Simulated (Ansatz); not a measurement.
The system is TiSi2.

```
Ti Si
1.0
    -1.47287    1.71213    4.21208
     1.47287   -1.71213    4.21208
     1.47287    1.71213   -4.21208
Ti Si
1 2
Direct
  0.00000 0.00000 0.00000
  0.67008 0.67008 0.00000
  0.32992 0.32992 0.00000
```

The cell comes from a database or a generator and needn't be the stable form of this composition.

```yaml
Program: Ansatz 0.2.0
Task: relaxation of cell and atoms
Functional: PBEsol
Potentials_or_basis: all-electron LAPW, scalar-relativistic
Basis_error_allowed: 0.002 eV/atom
k_mesh: 12 × 12 × 12
Occupations: fermi-dirac, width 0.05 eV
Spin: no spin polarisation
```

At the start: volume 14.16 Å³/atom.

Task: How do energy, volume and symmetry change on relaxing?

Result: Over 4 steps the energy falls by 4.4 meV/atom and the volume is 13.81 Å³/atom (-2.5 %); space group Immm (No. 71, to 0.05 Å).

The path:
```tsv
step	energy change (eV)	largest force (eV/Å)	volume (Å³)
1	0.0000	0.0675	42.49
2	-0.0128	0.0160	41.30
3	-0.0131	0.0019	41.44
4	-0.0131	0.0018	41.44
```

Final structure:
```xyz
3
Lattice="-1.4641 1.6989 4.1648 1.4641 -1.6989 4.1648 1.4641 1.6989 -4.1648" Properties=species:S:1:pos:R:3 pbc="T T T"
Ti    0.0000    0.0000    0.0000
Si    0.0000    0.0000    5.5755
Si    0.0000    0.0000    2.7540
```
